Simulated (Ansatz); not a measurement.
What does this script print? It uses the Ansatz DFT code, driven from Python.

The script reads `c.yaml`:
```yaml
crystal:
  lattice:
    - [2.115211, -4.359311, 0.0]
    - [2.115211, 4.359311, 0.0]
    - [0.0, 0.0, 2.499596]
  atoms:
    - { symbol: C, position: [0.648215, 0.981391, 0.0] }
    - { symbol: C, position: [0.351785, 0.018609, 0.0] }
    - { symbol: C, position: [0.018609, 0.351785, 0.0] }
    - { symbol: C, position: [0.981391, 0.648215, 0.0] }
    - { symbol: C, position: [0.404729, 0.226375, 0.5] }
    - { symbol: C, position: [0.595271, 0.773625, 0.5] }
    - { symbol: C, position: [0.773625, 0.595271, 0.5] }
    - { symbol: C, position: [0.226375, 0.404729, 0.5] }
kpoints:
  mp_grid: { kspacing: 0.3 }
hamiltonian:
  xc: pbesol
scf:
  occupations: { method: fermi_dirac, width: 0.1 }
basis:
  ecutwfc: 470
output:
  forces: true
```

Script `c_yaml_run.py`:
```python
import ansatz as az
import yaml


def main() -> None:
    with open("c.yaml") as handle:
        tree = yaml.safe_load(handle)
    print("sections:", list(tree))
    result = az.Session.from_dict(tree).plan().execute()
    report = result.report

    energy = report["free_energy_ev"]
    print("C: {:.6f} eV = {:.6f} Ry = {:.6f} Ha".format(energy, energy / 13.605693, energy / 27.211386))
    print("Fermi level {:.4f} eV, {} k-points, {} symmetry operations".format(report["fermi_energy_ev"], report["n_kpoints"], report["n_symmetry_ops"]))

    print("forces (eV/A)")
    for site, force in zip(result.lattice.sites, report["forces_ev_ang"]):
        print(f"  {site.symbol:2s} {force[0]:9.4f} {force[1]:9.4f} {force[2]:9.4f}")

    used = report["setup"]
    print("cutoffs (eV):", used["ecut_ev"], used["ecutrho_ev"], " FFT grid:", used["fft_dense"])
    print("cell volume {:.3f} A^3, {} symmetry operations".format(used["cell_volume_ang3"], used["n_sym_ops"]))


if __name__ == "__main__":
    main()
```

`python c_yaml_run.py` gives:
```text
sections: ['crystal', 'kpoints', 'hamiltonian', 'scf', 'basis', 'output']
C: -1972.285185 eV = -144.960289 Ry = -72.480144 Ha
Fermi level 14.7109 eV, 65 k-points, 8 symmetry operations
forces (eV/A)
  C     0.0227    0.0219    0.0000
  C    -0.0227   -0.0219   -0.0000
  C    -0.0227    0.0219   -0.0000
  C     0.0227   -0.0219    0.0000
  C    -0.0424   -0.0226    0.0000
  C     0.0424    0.0226   -0.0000
  C     0.0424   -0.0226   -0.0000
  C    -0.0424    0.0226    0.0000
cutoffs (eV): 470.0 1880.0  FFT grid: [36, 36, 18]
cell volume 46.097 A^3, 8 symmetry operations
```

Absolute energies stand on the zero of these potentials, so only differences at equal settings mean something. A total without «per atom» is that of the cell as typed. The zero of the levels is a convention of the potentials, so an absolute Fermi energy is no work function. An opening on this mesh may only mean that it misses a point where bands touch. This isn't the structure that C takes at ambient conditions. Hardware and time: 3.5 s on 1 thread of Arm Neoverse V2 (shared host), peak memory 0.38 GiB.

(Lines on the test bed's own set-up are left out of the output.)
